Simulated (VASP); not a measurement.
# Results of a VASP single-point calculation on NaH (strained measured structure)

POSCAR

```
Na H
 1.0000000000000000
     0.0000000000000000    2.5202642382999998    2.5202642382999998
     2.5202642382999998    0.0000000000000000    2.5202642382999998
     2.5202642382999998    2.5202642382999998    0.0000000000000000
 Na  H
   1   1
Cartesian
  0.0000000000000000  0.0000000000000000  0.0000000000000000
  2.5202642382999998  2.5202642382999998  2.5202642382999998
```

```
gap between bands v and c : 4.15 eV
least direct gap          : 4.92 eV
```

Band v is the last that the valence electrons fill when counted band by band, and c is the next. Levels in eV from the top of v:

```json
{"point": "Γ", "v−1": "-23.15", "v": "-3.21", "c": "10.33", "c+1": "15.42"}
{"point": "X", "v−1": "-23.17", "v": "-0.14", "c": "4.93", "c+1": "10.23"}
{"point": "K", "v−1": "-23.16", "v": "-0.10", "c": "5.60", "c+1": "6.60"}
{"point": "L", "v−1": "-23.16", "v": "-0.77", "c": "4.15", "c+1": "10.81"}
{"point": "W", "v−1": "-23.17", "v": "0.00", "c": "6.27", "c+1": "6.28"}
```

Which of these levels of theory gave these results?
A. HSE06
B. LDA
C. PBEsol
D. PBE with spin–orbit coupling
E. r²SCAN
F. PBE0
G. PBE

E.

The INCAR was:

```
ALGO = Normal
ISMEAR = 0
IBRION = -1
NELM = 120
LREAL = .FALSE.
NSW = 0
LASPH = .TRUE.
PREC = Accurate
LCHARG = .FALSE.
EDIFF = 1E-7
SIGMA = 0.01
NBANDS = 11
METAGGA = R2SCAN
ISIF = 2
ENCUT = 520
LWAVE = .FALSE.
```
